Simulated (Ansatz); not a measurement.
## CdTe4: balancing the decomposition

Theory: Ansatz, DFT PBE, scalar-relativistic, plane waves, PAW. All cells share a 420 eV cutoff and Γ-centred k meshes spaced at most about 0.3 Å⁻¹ (about 0.25 or finer for metals, 2π included). No spin polarisation.

Formation energies are uncorrected and refer to the elements' standard structures at the same level.

Temperature and zero-point effects are left out. These runs have no spin–orbit coupling, which can matter for Te. The reference form of Te is held partly by dispersion forces, which this level lacks.

A trial structure of CdTe4 (reached from: GeF4 type (I-43m), changed on relaxing; relaxed: space group Im-3m (No. 229), a = 6.957 Å) has a formation energy of 0.224 eV/atom. At its composition the lowest mixture among the elements and 1 reference phase computed alike (others may be missing) consists of these:

```tsv
phase	source	ΔE_f (eV/atom)
Te (solid)	element	0.000
CdTe (F-43m)	COD	-0.464
```

**Question.** Write the balanced decomposition and find its energy per atom, per formula unit and per mole of formula units.

**Answer.** Balancing Cd and Te gives CdTe4 → 3 Te + CdTe. The left side holds 5 atoms, and the products take 3/5 (Te) and 2/5 (CdTe) of them. The mixture therefore lies at 3/5 × (0.000) + 2/5 × (-0.464) = -0.186 eV/atom. The reaction energy is -0.186 − (0.224) = -0.410 eV/atom. Times 5 atoms that is -2.050 eV per CdTe4, and times 96.485 it is -198 kJ per mole of CdTe4. Decomposition is downhill, so the trial structure is unstable against this mixture.
